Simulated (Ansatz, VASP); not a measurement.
## SnO in VASP and in Ansatz

```xyz
8
Lattice="2.7369 -2.7378 0.0000 2.7369 2.7378 0.0000 0.0000 0.0000 10.2220" Properties=species:S:1:pos:R:3 pbc="T T T"
Sn    2.7369   -1.2952    8.8303
Sn    2.7369    1.2952    1.3916
Sn    2.7369   -1.4426    3.7193
Sn    2.7369    1.4426    6.5026
O     1.3685   -0.0654    2.5555
O     4.1054    0.0654    7.6665
O     1.3685    0.0654    7.6665
O     4.1054   -0.0654    2.5555
```

Alike in both runs: task single point; functional PBE; k mesh 6 × 6 × 2; occupations gaussian, width 0.1 eV; no spin polarisation.

|  | VASP | Ansatz |
| --- | --- | --- |
| version | VASP 6.6.1 | Ansatz 0.2.0 |
| potentials or method | VASP PAW PBE potentials, release 64 (Sn_d, O) | scalar-relativistic, plane waves, PAW |
| plane-wave cutoff (eV) | 520 | 420 |
| valence electrons in the cell | 80 | 80 |

Ansatz gave:

| Quantity | Value |
| --- | --- |
| gap on the k mesh at the Fermi level (eV) | 0.53 |
| least direct gap on the mesh (eV) | 1.79 |
| pressure (GPa) | -0.4 |
| largest component of the traceless stress (GPa) | 0.07 |
| rms of the force components (eV/Å) | 0.039 |

Problem. Which values does VASP return?

Solution. gap on the k mesh at the Fermi level (eV): 0.54; least direct gap on the mesh (eV): 1.74; pressure (GPa): -0.2; largest component of the traceless stress (GPa): 0.05; rms of the force components (eV/Å): 0.020.

Atom by atom the forces differ by 0.031 eV/Å (rms over components). With one functional, cell and mesh, what is left measures potentials, basis and numerics.

Caveats: spin-orbit coupling is left out, which moves the levels of the heavy elements. A k mesh can miss the band edges. A hybrid or GW would open this gap; PBE tends to underestimate it.
